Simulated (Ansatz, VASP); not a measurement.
# One calculation of MgO, two programs

```
CELL_PARAMETERS angstrom
0.00000 2.13515 2.13515
2.13515 0.00000 2.13515
2.13515 2.13515 0.00000
ATOMIC_POSITIONS crystal
Mg 0.00000 0.00000 0.00000
O 0.51171 0.51171 0.48829
```

Change from the starting cell: all O atoms moved -0.050 Å, as atom 2 towards its neighbour atom 1 (Mg) at 2.135 Å.

Alike in both runs: task single point; functional r2SCAN; k mesh 10 × 10 × 10; occupations gaussian, width 0.05 eV; no spin polarisation.

|  | VASP | Ansatz |
| --- | --- | --- |
| version | VASP 6.6.1 | Ansatz 0.2.0 |
| potentials or method | VASP PAW PBE potentials, release 64 (Mg, O) | scalar-relativistic, plane waves, PAW |
| plane-wave cutoff (eV) | 520 | 500 |
| valence electrons in the cell | 8 | 16 |

```csv
,VASP,Ansatz,Ansatz less VASP
gap on the k mesh at the Fermi level (eV),5.20,5.22,+0.025
least direct gap on the mesh (eV),5.20,5.22,+0.025
pressure (GPa),-8.0,-6.9,+1.11
largest component of the traceless stress (GPa),0.51,0.51,0.000
rms of the force components (eV/Å),0.132,0.131,-0.0007
```

Atom by atom the forces differ by 0.001 eV/Å (rms over components). The two sets of potentials don't hold the same shells in valence.

Caveats: the PAW data sets were made with another functional, which shifts forces and pressure a little (VASP).
